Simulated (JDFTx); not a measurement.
The system is Ag.

```
Ag
1.0
     0.00000    2.04275    2.04275
     2.04275    0.00000    2.04275
     2.04275    2.04275    0.00000
Ag
1
Direct
  0.00000 0.00000 0.00000
```

```yaml
Program: JDFTx 1.7.0 (patched build)
Task: relaxation of cell and atoms
Functional: PBE
Potentials_or_basis: PseudoDojo-SR-PBE-0.5-standard with smoothed tails
Cutoff: 1116 eV
Density_cutoff: 4463 eV
k_mesh: 11 × 11 × 11
Occupations: fermi-dirac, width 0.05 eV
Spin: no spin polarisation
```

At the start: pressure 4.2 GPa; volume 17.05 Å³/atom.

Q: Where does the relaxation end?

A: Over 6 steps the energy falls by 8.5 meV/atom and the volume is 17.72 Å³/atom (+4.0 %); space group Fm-3m (No. 225, to 0.05 Å).

Step by step:
```
step  energy change (eV)  largest force (eV/Å)  pressure (GPa)  volume (Å³)
   1              0.0000                0.0000            4.22        17.05
   2             -0.0026                0.0000            3.48        17.16
   3             -0.0085                0.0000            0.34        17.66
   4             -0.0085                0.0000            0.04        17.72
   5             -0.0085                0.0000            0.01        17.72
   6             -0.0085                0.0000           -0.01        17.72
```

Final structure:
```
CELL_PARAMETERS angstrom
0.00000 2.06943 2.06943
2.06943 0.00000 2.06943
2.06943 2.06943 0.00000
ATOMIC_POSITIONS crystal
Ag 0.00000 0.00000 0.00000
```
